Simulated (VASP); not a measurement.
**TePb under changes of volume**

One of the cells (34.404 Å³/atom); the others are scaled copies at fixed shape and fractional positions:

```xyz
2
Lattice="0.0000 3.2524 3.2524 3.2524 0.0000 3.2524 3.2524 3.2524 0.0000" Properties=species:S:1:pos:R:3 pbc="T T T"
Pb    0.0000    0.0000    0.0000
Te    3.2524    3.2524    3.2524
```

| Item | Value |
| --- | --- |
| Program | VASP 6.6.1 |
| Functional | PBE |
| Potentials or basis | VASP PAW PBE potentials, release 64 (Pb_d, Te) |
| Cutoff | 520 eV |
| k mesh | 7 × 7 × 7 |
| Occupations | fermi-dirac, width 0.05 eV |
| Spin | no spin polarisation |

```csv
volume (Å³/atom),energy over the lowest point (meV/atom),pressure (GPa)
31.706,57.21,5.4
32.380,36.77,4.2
33.055,?,?
34.404,3.38,1.2
35.079,0.05,0.4
35.753,0.00,-0.4
```

Q: What does the run at 33.055 Å³/atom give?

A: Energy over the lowest point 21.31 meV/atom; pressure 3.1 GPa.

Worked out: A Birch-Murnaghan fit of order 3 (a polynomial in V^(-2/3)) to the other rows has its minimum at 35.42 Å³/atom with B0 = V·E''(V) = 39 GPa and B' = 4.5. It gives 21.30 meV/atom at 33.055 Å³/atom, against the run's 21.31, and -dE/dV = 3.1 GPa, against 3.1.

Energies are extrapolated to zero smearing.
